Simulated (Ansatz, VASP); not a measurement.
# One calculation of Ta, two programs

File INCAR:

```
PREC     = Accurate       # precision mode
ENCUT    = 520            # plane-wave cutoff, eV
EDIFF    = 1E-6           # SCF threshold, eV
ISMEAR   = 0              # smearing method
SIGMA    = 0.15           # smearing width, eV
LREAL    = False          # projectors in reciprocal space
LASPH    = True           # aspherical terms in the spheres
NELM     = 60             # most SCF steps
ALGO     = Normal         # electronic algorithm
ISIF     = 2              # what is computed and relaxed
LWAVE    = False          # write WAVECAR
LCHARG   = True           # write CHGCAR
GGA      = PS             # functional
LELF     = True           # ELF
LVHAR    = True         
NBANDS   = 12             # bands
```

KPOINTS

```
Automatic mesh
0
Gamma
  20 20 20
```

Contents of POSCAR:

```
Ta
1.0
   -1.5199998761      1.6402286350      1.6402286350
    1.5199998761     -1.6402286350      1.6402286350
    1.5199998761      1.6402286350     -1.6402286350
Ta
1
Direct
    0.0000000000      0.0000000000      0.0000000000
```

Input for Ansatz:

```yaml
crystal:
  lattice:
    - [-1.5199998761, 1.640228635, 1.640228635]
    - [1.5199998761, -1.640228635, 1.640228635]
    - [1.5199998761, 1.640228635, -1.640228635]
  atoms:
    - { symbol: Ta, position: [0.0, 0.0, 0.0] }
basis:
  ecutwfc: 420
kpoints:
  mp_grid: { grid: [20, 20, 20] }
hamiltonian:
  xc: pbesol
  pseudopotentials: { kind: paw, azcp: { folder: soft_1 } }
scf:
  occupations: { method: gaussian, width: 0.15 }
output:
  forces: true
  stress: true
  eigenvalues: true
```

Change from the starting cell: normal strain along x -0.0733, normal strain along z +0.0000.

Alike in both runs: task single point; functional PBEsol; k mesh 20 × 20 × 20; occupations gaussian, width 0.15 eV; no spin polarisation.

|  | VASP | Ansatz |
| --- | --- | --- |
| version | VASP 6.6.1 | Ansatz 0.2.0 |
| potentials or method | VASP PAW PBE potentials, release 64 (Ta_pv) | scalar-relativistic, plane waves, PAW |
| plane-wave cutoff (eV) | 520 | 420 |
| valence electrons in the cell | 11 | 13 |

|  | VASP | Ansatz | Ansatz less VASP |
| --- | --- | --- | --- |
| gap on the k mesh at the Fermi level (eV) | none | none | - |
| pressure (GPa) | 19.3 | 18.9 | -0.42 |
| largest component of the traceless stress (GPa) | 5.92 | 5.91 | -0.008 |

A gap of «none» marks a metal or a gap that the smearing closes. With one functional, cell and mesh, what is left measures potentials, basis and numerics. The two sets of potentials don't hold the same shells in valence. Ansatz warned: «pseudo_functional_mismatch».

Caveats: so large a pressure means that the cell lies far from this level's equilibrium, or that cutoff or potentials fall short (VASP); the potentials were made for another functional, which shifts forces and pressure (VASP). The runs have no spin-orbit coupling, so splittings on Ta are missing.
